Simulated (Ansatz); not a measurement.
An Ansatz (a first-principles code) input (r2SCAN (Ansatz), no SOC):

Ansatz 0.2 input:
```yaml
crystal:
  lattice:
    - [-2.7524248805, 2.8129407684, 5.5558157912]
    - [2.7524248805, -2.6576727919, 5.4787843395]
    - [2.7678863905, 2.6731343019, -5.4787843395]
  atoms:
    - { symbol: Cu, position: [0.75, 0.25, 0.5] }
    - { symbol: Cu, position: [0, 0, 0] }
    - { symbol: In, position: [0.25, 0.75, 0.5] }
    - { symbol: In, position: [0.5, 0.5, 0] }
    - { symbol: S, position: [0.096661226, 0.125, 0.471661226] }
    - { symbol: S, position: [0.653338774, 0.625, 0.528338774] }
    - { symbol: S, position: [0.375, 0.903338774, 0.028338774] }
    - { symbol: S, position: [0.875, 0.346661226, 0.971661226] }
basis: { ecutwfc: 500, ecutrho_ratio: 4, xc_grid: 4, fft_grid_basis: typed }
kpoints: { mp_grid: { grid: [9, 9, 9] } }
hamiltonian:
  xc: r2scan
  dispersion: none
  pseudopotentials: { kind: paw }
scf: { occupations: { method: fermi_dirac, width: 0.05 }, convergence: { dr2_threshold: 0.0000000008 } }
relax: { f_tol: 0.005, max_steps: 50 }
output: { forces: true, stress: true }
checkpoint: { write: state.ck, write_every: 1000 }
```

Q: Which symmetry and how many k-points will the program report, and about how many plane waves at Γ?

A: Space group P1 (ITA 1) with 1 operations, k-points 365 of 729, and 4237 plane waves at Γ.

Q: And the final pressure?

A: 1.17 GPa (compression positive).

The cells carry an imposed strain or load. Stability against distortions was not tested. The final runs are not spin-polarised. The cell was made from InCuS₂ in the chalcopyrite structure (space group I-42d, No. 122) by this change: strain tensor (xx, yy, zz, yz, xz, xy) = (−0.03, −0.65, −0.86, +1.40, +0.00, +0.28) %.
